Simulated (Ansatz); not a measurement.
Wanted: the native input for an Ansatz 0.2.0 run.

* Task: single point
* Functional: PBE
* Potentials or basis: Ansatz PAW
* Cutoff: 420 eV (not typed: the program's choice for these potentials)
* k mesh: 7 × 7 × 7
* Occupations: fermi-dirac, width 0.05 eV
* Spin: no spin polarisation

BaTiO3:

```
Ba Ti O
1.0
     2.82767    1.63255    2.31773
    -2.82767    1.63255    2.31773
     0.00000   -3.26511    2.31773
Ba Ti O
1 1 3
Cartesian
  -2.7004 1.6624 2.3728
  -0.0605 -0.0667 3.6407
  -0.0308 -1.5655 4.5301
  -1.4487 0.8432 4.4791
  1.4127 0.7592 4.5299
```

The cell isn't the ideal one: all atoms moved at random, sigma 0.05 Å a component.

One way to write it, as run:

input.yaml

```yaml
crystal:
  lattice:
    - [2.82766816, 1.63255497, 2.31773161]
    - [-2.82766816, 1.63255497, 2.31773161]
    - [0.0, -3.26510994, 2.31773161]
  atoms:
    - { symbol: Ba, position: [0.03347316, 0.98846853, 0.00183776] }
    - { symbol: Ti, position: [0.50610326, 0.52748478, 0.53723216] }
    - { symbol: O, position: [0.48624715, 0.49714708, 0.97115146] }
    - { symbol: O, position: [0.47408987, 0.98641501, 0.47201237] }
    - { symbol: O, position: [0.97878656, 0.47918459, 0.49646624] }
hamiltonian:
  xc: pbe
  pseudopotentials: { kind: paw }
kpoints:
  mp_grid: { grid: [7, 7, 7] }
scf:
  occupations: { method: fermi_dirac, width: 0.05 }
output:
  forces: true
  stress: true
  eigenvalues: true
```

Potentials or basis: Ansatz PAW.

Command:

```sh
$ ansatz run input.yaml --threads 2 --pin off --max-ram 5632MiB --backend cpu --events-out ev --progress --plain --runs-dir out
```

It gave:

| Property | Result |
| --- | --- |
| Pressure | 9.5 GPa |
| Largest force | 2.199 eV/Å |
| Band gap on the k mesh | 2.78 eV, indirect (least direct gap 3.32 eV) |

Caveat: odd divisions of the mesh miss points on the zone boundary, where band edges often lie, so the gap on the mesh can be too wide; the pressure holds a Pulay correction of +0.5 GPa for the finite cutoff; spin-orbit coupling is left out, which moves the levels of the heavy elements; forces of over 1 eV/Å show positions far from the minimum, so gaps and moduli don't describe the material at rest.

Run time: 30 s on 2 threads of AMD EPYC (Zen 3), on a shared host, peak memory 0.57 GiB.
